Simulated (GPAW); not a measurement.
Crystal: HfN.

```
Hf N
1.0
    -0.01806    2.36678    2.29672
     2.29740   -0.00179    2.28045
     2.17843    2.23154    0.11718
Hf N
1 1
Direct
  0.00022 0.00009 0.99840
  0.49978 0.49991 0.50160
```

The cell isn't the ideal one: cell sheared at random, sigma 0.06, atoms nudged by 0.01 Å.

| Item | Value |
| --- | --- |
| Program | GPAW 26.7.0 |
| Task | relaxation of cell and atoms |
| Functional | LDA |
| Potentials or basis | the program's PAW data sets (release 1.2.1) made for this functional |
| Cutoff | 800 eV |
| Basis | pw |
| k mesh | 7 × 7 × 8 |
| Occupations | fermi-dirac, width 0.05 eV |
| Spin | no spin polarisation |

At the start: pressure -8.7 GPa; volume 11.50 Å³/atom.

How do energy, volume and symmetry change on relaxing?

Over 7 steps the energy falls by 60.7 meV/atom and the volume is 11.14 Å³/atom (-3.1 %); space group Fm-3m (No. 225, to 0.05 Å).

Step by step:
```csv
step,energy change (eV),largest force (eV/Å),pressure (GPa),volume (Å³)
1,0.0000,0.1023,-8.67,23.00
2,-0.0401,0.0729,-5.19,22.69
3,-0.1020,0.0495,5.66,21.89
4,-0.1106,0.0410,4.21,21.98
5,-0.1209,0.0051,-0.38,22.31
6,-0.1212,0.0029,-0.32,22.30
7,-0.1214,0.0032,0.00,22.28
```

Final structure:
```
Hf N
1.0
     0.00383    2.23797    2.24182
     2.23393    0.00611    2.23930
     2.23205    2.23213    0.00766
Hf N
1 1
Direct
  0.00001 0.99999 0.99997
  0.49999 0.50001 0.50004
```

Caveat: later steps reuse the first step's grids.
